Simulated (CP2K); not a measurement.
Crystal: TiTe.

```
Ti Te
1.0
     4.31345    0.00000    0.00000
     2.15672    3.73555    0.00000
     2.15672    1.24518    3.52191
Ti Te
1 1
Direct
  0.50000 0.50000 0.50000
  0.00000 0.00000 0.00000
```

The cell comes from a database or a generator and needn't be the stable form of this composition.

```yaml
Program: CP2K 2026.2
Task: relaxation of cell and atoms
Functional: PBEsol
Potentials_or_basis: POTENTIAL_UZH Ti GTH-PBE-q12, Te GTH-PBE-q6; DZVP-MOLOPT-PBE-GTH basis
Density_cutoff: 6123 eV
k_mesh: 6 × 6 × 6
Occupations: fermi-dirac, width 0.05 eV
Spin: no spin polarisation
```

At the start: pressure -13.4 GPa; volume 28.37 Å³/atom.

Task: How do energy, volume and symmetry change on relaxing?

Result: Over 7 steps the energy falls by 343.1 meV/atom and the volume is 21.87 Å³/atom (-22.9 %); space group C2/m (No. 12, to 0.05 Å).

The path:
```
step  energy change (eV)  largest force (eV/Å)  volume (Å³)
   1              0.0000                0.0000        56.75
   2             -0.0474                0.0000        56.18
   3             -0.6423                0.0000        46.55
   4             -0.6670                0.0000        42.17
   5             -0.6862                0.0000        43.89
   6             -0.6862                0.0000        43.73
   7             -0.6862                0.0000        43.73
```

Final structure:
```yaml
crystal:
  lattice:
    - [4.03302, 0.00000, 0.00000]
    - [2.15630, 3.41175, 0.00000]
    - [2.15630, 1.24469, 3.17847]
  atoms:
    - { symbol: Ti, position: [0.50000, 0.50000, 0.50000] }
    - { symbol: Te, position: [0.00000, 0.00000, 0.00000] }
```

Caveat: the volume moved by over 15 % at a fixed basis, so the end points are rough; the potentials were made for another functional, which shifts forces and pressure; the basis of atomic orbitals isn't converged, which shifts pressures, moduli and gaps; the real-space grid breaks the cell's symmetry a little.
